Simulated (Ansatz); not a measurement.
# Spin spirals in CoO, calculated with Ansatz

Space group I4/mmm (No. 139), 2 atoms in the cell of the first input below: a = 2.998 Å, b = 2.998 Å, c = 2.998 Å, α = 119.60°, β = 119.60°, γ = 90.69°.

The structure is a measured one, not always of the ambient phase, taken without relaxation (pressure -5.8 GPa with this functional, without spin–orbit coupling). Functional: LDA+U (Co 4.3 eV).

Each state is solved self-consistently from atoms in the crystal's own cell, by the generalised Bloch theorem and without spin–orbit coupling. One of the inputs (q = (0.000, 0.000, 0.500)); the others differ in the wave vector alone:

```yaml
crystal:
  lattice:
    - [-1.5080004431, 1.5080004431, 2.1072503604]
    - [1.5080004431, -1.5080004431, 2.1072503604]
    - [1.5080004431, 1.5080004431, -2.1072503604]
  atoms:
    - { symbol: Co, position: [0.0, 0.0, 0.0], spin: 2.84, spin_axis: [1.0, 0.0, 0.0] }
    - { symbol: O, position: [0.5, 0.5, 0.0] }
basis:
  ecutwfc: 420
  ecutrho_ratio: 4
kpoints:
  mp_grid: { grid: [10, 10, 10] }
hamiltonian:
  xc: lda
  hubbard: { sites: [{ species: Co, l: d, u_eff: 4.3 }] }
scf:
  occupations: { method: gaussian, width: 0.05 }
  lower_state_search: "off"
output:
  forces: true
  stress: false
  eigenvalues: true
  populations: true
  hubbard: { sites: [{ species: Co, l: d }] }
magnetization:
  noncollinear: true
  spin_orbit: false
  spin_spiral: { q: [0.0, 0.0, 0.5] }
```

```bash
ansatz run input.yaml --threads 4 --pin off --max-ram 9216MiB --backend cpu --events-out ev --progress --plain --runs-dir out
```

Time: 54 s on 4 threads of Intel(R) Xeon(R) 6975P-C (Granite Rapids) (shared host), peak memory 2.1 GiB.

Rank these by energy, lowest first (extrapolated to zero smearing, counted from the spiral at q = 0, meV per cell).
A. q = (0.125, 0.125, 0.125)
B. q = (0.000, 0.000, 0.500)
C. q = (0.000, 0.250, 0.000)
D. q = (0.250, 0.250, 0.250)
E. q = (0.000, 0.000, 0.250)
F. q = (0.000, 0.000, 0.000)
G. q = (0.000, 0.000, 0.125)
H. q = (0.000, 0.000, 0.375)
I. q = (0.000, 0.500, 0.000)

I (-726.11), C (-702.45), A (-567.32), E (-541.64), G (-535.54), H (-517.50), B (-495.68), F (0.00), D (28.23).

```tsv
order	meV per cell	largest spin moment, Gaussian weights (μB)
q = (0.000, 0.000, 0.000)	0.00	2.62
q = (0.000, 0.000, 0.500)	-495.68	2.61
q = (0.250, 0.250, 0.250)	28.23	2.51
q = (0.000, 0.500, 0.000)	-726.11	2.50
q = (0.000, 0.000, 0.250)	-541.64	2.58
q = (0.125, 0.125, 0.125)	-567.32	2.55
q = (0.000, 0.250, 0.000)	-702.45	2.56
q = (0.000, 0.000, 0.125)	-535.54	2.59
q = (0.000, 0.000, 0.375)	-517.50	2.60
```

The spin moment changes by 4 % over these states. The program marks «q = (0.000, 0.000, 0.000)» as possibly unstable. The program marks «q = (0.250, 0.250, 0.250)» as possibly unstable. The program marks «q = (0.125, 0.125, 0.125)» as possibly unstable.

Caveats: each run may end in a state that is not the lowest; filled bands differ between k-points; only the orders listed are compared, and the order found in nature may be another, or none; the ferromagnetic state is metallic at this level, and the k-mesh was not tested; the state may be unstable.

The lowest of the listed states, q = (0.000, 0.500, 0.000), is the type-II antiferromagnetic arrangement known for CoO: every pair of Co ions linked through a straight Co–O–Co bridge is antiparallel. This is what superexchange between half-filled eg orbitals through oxygen p states favours. The shallow minimum at q = (0.000, 0.000, 0.250) along its line fits the same coupling, since that spiral turns one set of such pairs antiparallel.

The much larger energy scale is probably not magnetic. Energies along (0, 0, q) vary gently from -535.54 to -495.68 meV, yet jump to zero at the ferromagnetic point, where a single electronic branch should continue smoothly. High-spin d⁷ Co has one hole in the minority-spin t2g shell, and different placements of that hole can give separate self-consistent solutions. The offset between the (0, q, 0) and (0, 0, q) lines may partly have the same origin. Exchange constants fitted to the whole set would therefore mix orbital energies with spin coupling.
